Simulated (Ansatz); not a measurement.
Write a Python script for the Python package of Ansatz (0.2.0) that makes a calculation of the dielectric tensor and Born charges of La2O3, space group P-3m1. Settings: PBEsol, PAW, cutoff 450 eV, 6×6×4 k-points, fixed occupations.

```yaml
crystal:
  lattice:
    - [3.93078, 0.00000, 0.00000]
    - [-1.96539, 3.40415, 0.00000]
    - [0.00000, 0.00000, 6.11195]
  atoms:
    - { symbol: La, position: [0.66667, 0.33333, 0.75376] }
    - { symbol: La, position: [0.33333, 0.66667, 0.24624] }
    - { symbol: O, position: [0.66667, 0.33333, 0.35411] }
    - { symbol: O, position: [0.33333, 0.66667, 0.64589] }
    - { symbol: O, position: [0.00000, 0.00000, 0.00000] }
```

The script, `eps.py`:
```python
"""Response of La2O3 to an electric field."""

import ansatz as az
import numpy as np
from pymatgen.core import Lattice, Structure
from pymatgen.io.ase import AseAtomsAdaptor

XC = "PBEsol"
ECUT = 450
KMESH = (6, 6, 4)
OCCUPATIONS = "fixed"

pmg_structure = Structure(
    Lattice([(3.93078, 0.0, 0.0), (-1.96539, 3.40415, 0.0), (0.0, 0.0, 6.11195)]),
    ["La", "La", "O", "O", "O"],
    [
        (2 / 3, 1 / 3, 0.75376),
        (1 / 3, 2 / 3, 0.24624),
        (2 / 3, 1 / 3, 0.35411),
        (1 / 3, 2 / 3, 0.64589),
        (0.0, 0.0, 0.0),
    ],
)
cell = az.Crystal.from_ase(AseAtomsAdaptor.get_atoms(pmg_structure))

# an insulator: whole occupations
base = (
    cell.calculation()
    .functional(XC)
    .basis(ECUT)
    .kpoints(*KMESH)
    .pseudopotentials("paw")
    .occupations(OCCUPATIONS)
    .dielectric()
)
outcome = base.run(threads=1, pin="off")
response = outcome.dielectric
eps = np.asarray(response.eps_inf)

values = np.linalg.eigvalsh(eps)
print("principal values of eps_inf:", np.round(values, 3))
print("refractive indices:", np.round(np.sqrt(values), 3))
for site, z in zip(outcome.lattice.sites, response.zstar_e):
    print(f"{site.symbol:2s} Z* trace/3 = {np.trace(z) / 3:+.3f} e")
print(f"charge neutrality missed by {response.zstar_sum_residual_pre_e:.4f} e before the sum rule")
```

```console
$ python eps.py
principal values of eps_inf: [4.799 4.889 4.889]
refractive indices: [2.191 2.211 2.211]
La Z* trace/3 = +4.082 e
La Z* trace/3 = +4.082 e
O  Z* trace/3 = -2.750 e
O  Z* trace/3 = -2.750 e
O  Z* trace/3 = -2.663 e
charge neutrality missed by 0.0007 e before the sum rule
```

With fixed filling the reported Fermi level is the top filled level among the k-points of the SCF. Averages over directions belong to no single polarisation, least of all in layered crystals. Pressure is positive in compression. This cell is a computed structure, which may not be the phase found in nature. This is the electronic (clamped-ion) response; a semilocal gap that is too small tends to raise it. The typed mesh is that of the SCF; the response is solved on denser meshes that the run picks. It ran for 120 s on 1 thread of Intel(R) Xeon(R) Platinum 8488C (Sapphire Rapids) (shared host), peak memory 0.98 GiB.
